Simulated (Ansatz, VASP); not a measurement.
# Two plane-wave programs on RbBr

```xyz
2
Lattice="0.0000 3.6183 3.0756 3.6183 0.0000 3.0756 3.6183 3.6183 0.0000" Properties=species:S:1:pos:R:3 pbc="T T T"
Rb    0.0000    0.0000    0.0000
Br    3.6183    3.6183    3.0756
```

Alike in both runs: task single point; functional PBE; k mesh 6 × 6 × 6; occupations gaussian, width 0.05 eV; no spin polarisation.

|  | VASP | Ansatz |
| --- | --- | --- |
| version | VASP 6.6.1 | Ansatz 0.2.0 |
| potentials or method | VASP PAW PBE potentials, release 64 (Rb_sv, Br) | scalar-relativistic, plane waves, PAW |
| plane-wave cutoff (eV) | 520 | 420 |
| valence electrons in the cell | 16 | 16 |

Ansatz gave:

- gap on the k mesh at the Fermi level (eV): 4.04
- least direct gap on the mesh (eV): 4.04
- pressure (GPa): 2.4
- largest component of the traceless stress (GPa): 5.37

Task: Estimate VASP's values.

Result: gap on the k mesh at the Fermi level (eV): 4.04; least direct gap on the mesh (eV): 4.04; pressure (GPa): 2.5; largest component of the traceless stress (GPa): 5.43.

With one functional, cell and mesh, what is left measures potentials, basis and numerics.

Expect the measured gap to be larger: semilocal functionals such as PBE lack the derivative discontinuity.
